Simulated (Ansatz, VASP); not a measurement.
## Ag in VASP and in Ansatz

File INCAR:

```
SYSTEM = Ag
PREC     = Accurate       ! precision mode
ENCUT    = 600            ! plane-wave cutoff, eV
EDIFF    = 1E-6           ! SCF threshold, eV
ISMEAR   = 0              ! smearing method
SIGMA    = 0.1            ! smearing width, eV
LREAL    = .False.        ! projectors in reciprocal space
LASPH    = .True.         ! aspherical terms in the spheres
NELM     = 100            ! most SCF steps
ALGO     = Normal         ! electronic algorithm
ISIF     = 3              ! what is computed and relaxed
LWAVE    = .False.        ! write WAVECAR
LCHARG   = .False.        ! write CHGCAR
GGA      = PE             ! functional
IBRION   = 2              ! ionic algorithm
NSW      = 80             ! ionic steps
EDIFFG   = -0.05          ! ionic threshold
```

The input KPOINTS:

```
regular mesh
0
Gamma
  10 10 10
  0 0 0
```

POSCAR

```
Ag
1.0
   -1.5724894136      1.5724894136      1.4702072501
    1.5724894136     -1.5724894136      1.4702072501
    1.5724894136      1.5724894136     -1.4702072501
Ag
1
Direct
    0.0000000000      0.0000000000      0.0000000000
```

Input for Ansatz:

```yaml
crystal:
  lattice:
    - [-1.5724894136, 1.5724894136, 1.4702072501]
    - [1.5724894136, -1.5724894136, 1.4702072501]
    - [1.5724894136, 1.5724894136, -1.4702072501]
  atoms:
    - { symbol: Ag, position: [0.0, 0.0, 0.0] }
basis:
  ecutwfc: 420
kpoints:
  mp_grid: { grid: [10, 10, 10] }
hamiltonian:
  xc: pbe
scf:
  occupations: { method: gaussian, width: 0.1 }
output:
  forces: true
  stress: true
  eigenvalues: true
relax:
  adjacent_minimum: "off"
  f_tol: 0.05
  max_steps: 60
  cell: { stress_tol: 0.5 }
```

Alike in both runs: task relaxation of cell and atoms; functional PBE; k mesh 10 × 10 × 10; occupations gaussian, width 0.1 eV; no spin polarisation.

|  | VASP | Ansatz |
| --- | --- | --- |
| version | VASP 6.6.1 | Ansatz 0.2.0 |
| potentials or method | VASP PAW PBE potentials, release 64 (Ag) | scalar-relativistic, plane waves, PAW |
| plane-wave cutoff (eV) | 600 | 420 |
| valence electrons in the cell | 11 | 19 |

|  | VASP | Ansatz | Ansatz less VASP |
| --- | --- | --- | --- |
| gap on the k mesh at the Fermi level, each at its own relaxed structure (eV) | none | none | - |
| relaxed volume (Å³/atom) | 18.01 | 18.07 | +0.059 |
| relaxed cell length with the largest relative difference (Å) | 2.868 | 2.872 | +0.0046 |
| energy change over the relaxation (meV/atom) | -297 | -304 | -6.8 |

A gap of «none» marks a metal or a gap that the smearing closes. The two sets of potentials don't hold the same shells in valence.

Caveats: the volume moved by over 15 % at a fixed basis, so the end points are rough (VASP).
